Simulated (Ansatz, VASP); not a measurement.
**Ti in VASP and in Ansatz**

```
Ti
1.0
    -1.64100    1.64100    1.64100
     1.64100   -1.64100    1.64100
     1.64100    1.64100   -1.64100
Ti
1
Direct
  0.00000 0.00000 0.00000
```

This isn't the form of Ti at room conditions, which is hcp.

Alike in both runs: task single point; functional PBEsol; k mesh 10 × 10 × 10; no spin polarisation.

|  | VASP | Ansatz |
| --- | --- | --- |
| version | VASP 6.6.1 | Ansatz 0.2.0 |
| potentials or method | VASP PAW PBE potentials, release 64 (Ti_sv) | plane waves, PAW |
| plane-wave cutoff (eV) | 520 | 475 |
| occupations | methfessel-paxton of order 1, width 0.05 eV | cold, width 0.05 eV |
| valence electrons in the cell | 12 | 12 |

Ansatz gave:

| Quantity | Value |
| --- | --- |
| pressure (GPa) | -7.0 |

Task: Which values does VASP return?

Result: Pressure (GPa): -7.2.

Caveats: the PAW data sets were made with another functional, which shifts forces and pressure a little (VASP).
